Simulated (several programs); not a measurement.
## What each method gives for WSe₂ (P-6m2)

A 3-atom cell of WSe₂ (P-6m2) from a materials database, relaxed with r2SCAN+rVV10 in Ansatz, was computed with several methods. Space group P-6m2 (No. 187), hexagonal; a = 3.297 Å, c = 7.184 Å in the conventional setting, 22.55 Å³ an atom. W is surrounded by 6 Se at 2.53 Å; Se is surrounded by 3 W at 2.53 Å. The values are computed, spin-unpolarised, and not measurements.

```xyz
3
Lattice="3.2972 0.0000 0.0000 -1.6486 2.8555 0.0000 0.0000 0.0000 7.1843" Properties=species:S:1:pos:R:3 pbc="T T T"
W     0.0000    0.0000    0.0000
Se    0.0000    1.9036    1.6662
Se    0.0000    1.9036    5.5181
```

Gaps and times are for a single point on this cell; volume and bulk modulus come from each method's own relaxation or energy curve at fixed shape, which is too stiff where a cell has free coordinates or axes. Times are rough, from shared hosts (Arm Neoverse V1; Arm Neoverse V2), and each method has its own mesh and cell size. A double dagger marks a value from a curve with shape and coordinates held. PM7 (MOPAC), GFN1-xTB (tblite), GFN2-xTB (tblite) treat a cluster of cells at its zone centre, which samples few k points: where these miss a band edge, the gap comes out too large for that reason alone. Gaps from k meshes are read at a limited set of points (mesh, symmetry points, PBE's band edges), so each method's own least gap may be somewhat smaller. xTB and the PM methods were fitted mostly to molecules, and can miss a solid's gap by electronvolts. Minimal bases can be far off for gaps. Times of the plane-wave ladder aren't listed, since it ran on unlike processors and cards. Curves at held shape can't give the bulk modulus of a layered or molecular crystal, so none is listed. GLLB-SC's gap includes the derivative discontinuity. G0W0 is at finite bands, cutoff and mesh. d marks a direct gap, i an indirect one (no mark: not told apart), a dash a value that wasn't computed or didn't pass its checks.

```
                               method              kind  gap (eV)  own volume (Å³/atom)  bulk modulus (GPa)  atoms computed  processor time
                           PBE-D3(BJ)         semilocal         –                 21.89                   –               3               –
                         r2SCAN+rVV10         semilocal         –                 22.55                   –               3               –
                               PBE-D4         semilocal         –                 21.81                   –               3               –
 light PBE (260 eV and a coarse mesh)  light plane-wave    1.37 i                     –                   –               3           2.1 s
                    GFN1-xTB (tblite)     tight binding      2.01                22.15‡                   –         cluster           3.4 s
                    GFN2-xTB (tblite)     tight binding      1.08                22.91‡                   –         cluster           6.3 s
                       PBE/SZV (CP2K)       small basis    1.09 i                26.96‡                   –               3           7.2 s
                                  LDA         semilocal    1.30 i                     –                   –               3               –
                                  PBE         semilocal    1.37 i                     –                   –               3               –
                      PBE/DZVP (CP2K)       small basis    1.39 i                     –                   –               3            19 s
                               r2SCAN         semilocal    1.49 i                     –                   –               3               –
                       GLLB-SC (GPAW)   model potential      2.04                     –                   –               3            27 s
               PBE/single zeta (GPAW)       small basis    1.38 i                     –                   –               3            31 s
                              PBE+SOC         semilocal    1.06 i                     –                   –               3               –
                              LC-ωPBE            hybrid    5.80 d                     –                   –               3               –
                          PM7 (MOPAC)    semi-empirical      5.03                     –                   –         cluster         2.7 min
                                HSE06            hybrid    1.89 i                     –                   –               3               –
                                 PBE0            hybrid    2.56 i                     –                   –               3               –
                         Hartree-Fock    exact exchange    6.00 d                     –                   –               3               –
                             DDH-PBE0            hybrid    1.81 i                     –                   –               3               –
                            HSE06+SOC            hybrid    1.48 i                     –                   –               3               –
   G0W0@LDA (140 eV screening cutoff)         many-body      1.68                     –                   –               3               –
G0W0@r2SCAN (140 eV screening cutoff)         many-body      1.81                     –                   –               3               –
 G0W0@HSE06 (140 eV screening cutoff)         many-body      1.94                     –                   –               3               –
   G0W0@PBE (220 eV screening cutoff)         many-body      1.75                     –                   –               3               –
```

Against HSE06 (1.89 eV) and with closed or daggered gaps left aside, the nearest gap at the points sampled is that of G0W0@HSE06 (140 eV screening cutoff) (+0.05 eV) and the farthest that of Hartree-Fock (+4.11 eV). HSE06 is only a yardstick of convenience, and nearness to it can be luck.

Runs without a result: PBE/DZVP (CP2K) (relaxation).

Only the rows marked +SOC include spin-orbit coupling.
